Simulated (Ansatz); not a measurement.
Program: Ansatz. Geometries: PBE0-D4/def2-TZVP. ΔE: electronic, gas phase. CCSD(T)/CBS is the MP2 limit (def2-TZVPP, def2-QZVPP) plus CCSD(T) − MP2 in def2-TZVPP, frozen cores. Functionals use def2-TZVPP. B3LYP here is the variant with VWN-RPA as its local correlation; programs differ in this. Each species was taken in one conformer, which may not be the lowest.

Consider the ligand exchange at the Al–C bond: `[AlH2][C]1=C[SiH2]C1` + `CCCS` → `CCC[S][AlH2]` + `C1=C[SiH2]C1`.

`[AlH2][C]1=C[SiH2]C1`:

Cartesian coordinates in Å:
```
Al 1.878 1.460 -0.264
C 0.364 0.236 -0.087
C 0.211 -0.878 -0.848
Si -1.380 -1.312 0.004
C -0.843 0.287 0.862
H 2.976 1.117 -1.359
H 2.007 2.750 0.653
H 0.887 -1.219 -1.625
H -2.634 -1.277 -0.802
H -1.415 -2.559 0.822
H -0.576 0.226 1.919
H -1.474 1.169 0.726
```

`CCCS`:

Z-matrix (Å, degrees):
```
C
C 1 1.517
H 1 1.094 2 111.2
H 1 1.092 2 111.2 3 -120.5
H 1 1.092 2 111.1 3 119.9
C 2 1.519 1 113.9 3 56.5
H 2 1.097 1 109.5 3 -64.0
H 2 1.094 1 109.9 3 179.1
S 6 1.814 2 115.3 1 66.1
H 6 1.092 2 110.3 1 -176.7
H 6 1.093 2 111.2 1 -58.3
H 9 1.342 6 97.6 2 -72.0
```

`CCC[S][AlH2]`:

```xyz
14

C    -0.377    1.664    1.298
C    -0.730    0.535    0.344
C     0.151   -0.681    0.556
S    -0.326   -2.104   -0.490
Al    0.824   -1.729   -2.290
H     0.661    1.982    1.169
H    -1.015    2.534    1.130
H    -0.503    1.356    2.339
H    -1.778    0.245    0.468
H    -0.626    0.873   -0.693
H     0.073   -1.037    1.586
H     1.200   -0.433    0.378
H     0.653   -2.731   -3.501
H     1.792   -0.474   -2.293
```

`C1=C[SiH2]C1`:

```xyz
10

C    -1.078   -0.272   -0.204
C    -0.538   -0.718    0.942
Si    1.070    0.096    0.514
C    -0.037    0.526   -0.966
H    -2.098   -0.440   -0.556
H    -1.026   -1.316    1.700
H     2.247   -0.778    0.250
H     1.531    1.226    1.368
H    -0.299    1.577   -1.111
H     0.229    0.100   -1.936
```

(1) Is it downhill or uphill in electronic energy at CCSD(T)/CBS, and by how much? (An estimate is asked.)

(2) What do these levels give: r2SCAN-D4, PBE0-D4, B3LYP-D4, ωB97M-V, r2SCAN, HF/def2-TZVPP, SCS-MP2/def2-TZVPP, CCSD/def2-TZVPP, HF/def2-QZVPP, MP2/def2-QZVPP, MP2/CBS(def2), CCSD/CBS(def2)? (Best estimate.)

Largest T1 diagnostic among the species: 0.012.

## Answers

(1) Computed: Downhill: ΔE = -111.3 kJ/mol.

(2) Ansatz gave: r2SCAN-D4 -114.8, PBE0-D4 -112.5, B3LYP-D4 -107.6, ωB97M-V -109.9, r2SCAN -115.1, HF/def2-TZVPP -113.7, SCS-MP2/def2-TZVPP -108.8, CCSD/def2-TZVPP -109.1, HF/def2-QZVPP -113.3, MP2/def2-QZVPP -111.9, MP2/CBS(def2) -113.1, CCSD/CBS(def2) -111.6 kJ/mol.

In def2-TZVPP, CCSD(T) changes the Hartree–Fock value by +5.0 kJ/mol (the triples alone add +0.3 kJ/mol) and MP2 by +3.1 kJ/mol.
